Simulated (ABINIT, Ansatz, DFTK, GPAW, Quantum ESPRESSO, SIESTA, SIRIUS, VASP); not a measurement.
# One calculation of Sr, 9 ways

```xyz
1
Lattice="0.0000 3.0423 3.0423 3.0423 0.0000 3.0423 3.0423 3.0423 0.0000" Properties=species:S:1:pos:R:3 pbc="T T T"
Sr    0.0000    0.0000    0.0000
```

Alike in all runs: task single point; functional PBEsol; k mesh 8 × 8 × 8; occupations fermi-dirac, width 0.05 eV; no spin polarisation; no spin-orbit coupling. Pressure is positive in compression and, in plane waves, holds the error of the finite cutoff, which Ansatz's Pulay term estimates and takes out.

```tsv
program and potentials	plane-wave cutoff (eV)	notes	band gap (eV)	pressure (GPa)
Ansatz, Ansatz PAW	420	potentials made for PBE, which Ansatz adapts in part	no gap	-0.90
VASP, PBE PAW files Sr_sv, 520 eV	520	potentials made for PBE	no gap	-0.89
ABINIT, PseudoDojo NC SR PBEsol v0.4.1 standard	925	-	?	?
Ansatz, all-electron LAPW, scalar-relativistic	-	-	no gap	-0.90
GPAW, PAW data sets generated for this functional	600	-	no gap	-0.85
Quantum ESPRESSO, GBRV 1.5 PBEsol	612	-	no gap	-0.89
SIRIUS, PseudoDojo 0.4.1 PBEsol standard (scalar relativistic)	937	-	no gap	-0.90
DFTK, PseudoDojo SR PBEsol 0.4.1 standard (PBEsol)	1088	-	no gap	-0.90
SIESTA, files PseudoDojo sr-pbesol-0.4.1-standard, DZP (energy shift 0.003 Ry; two zetas on semicore shells; d shell added on Sr)	-	atomic basis	no gap	-0.93
```

**Question.** Estimate from the other rows what the run with ABINIT, PseudoDojo NC SR PBEsol v0.4.1 standard gave.

**Answer.** No band gap; pressure -0.91 GPa. The other rows, which needn't bracket it: pressure -0.93 to -0.85.
